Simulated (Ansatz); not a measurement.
Space group R-3m:H (No. 166). a = 4.187 Å, b = 4.187 Å, c = 31.302 Å, α = 90.00°, β = 90.00°, γ = 120.00°
```csv
atom,site,symmetry,x,y,z
Bi,6c,3m,0.6667,0.3333,0.7289
Se,3a,-3m,0.0000,0.0000,0.0000
Se,6c,3m,0.3333,0.6667,0.8877
```

Equation of state of this Bi2Se3 structure (not necessarily the ground state), with shape and atoms relaxed at each volume where symmetry leaves them free. Theory: DFT PBE, scalar-relativistic, plane waves, PAW in Ansatz.

Plane waves to 420 eV, a k mesh through Γ of 6×6×6 on the computed 5-atom cell and Gaussian smearing (0.02 eV); no spin polarisation.

```
V (Å³/atom) E − E(largest V) (meV/atom) P (GPa) gap on mesh (eV)
     27.885                        20.75     2.88              0.15
     28.835                         7.93     1.54              0.25
     29.786                         1.57     0.69              0.39
     30.737                        -0.92     0.24              0.56
     31.687                        -1.48     0.00              0.69
     32.638                        -1.22    -0.09              0.75
     33.588                        -0.70    -0.10              0.80
     34.856                         0.00    -0.08              0.84
```

Fit a third-order Birch–Murnaghan equation to E(V).

V0 = 31.54 Å³/atom, B0 = 7 GPa, B0' = 27.4. B0' is unusual or poorly fixed by this range.

Spin-orbit coupling is left out, which matters for the bands of heavy elements. The cell holds layers, and where no dispersion correction was added their binding is poorly described.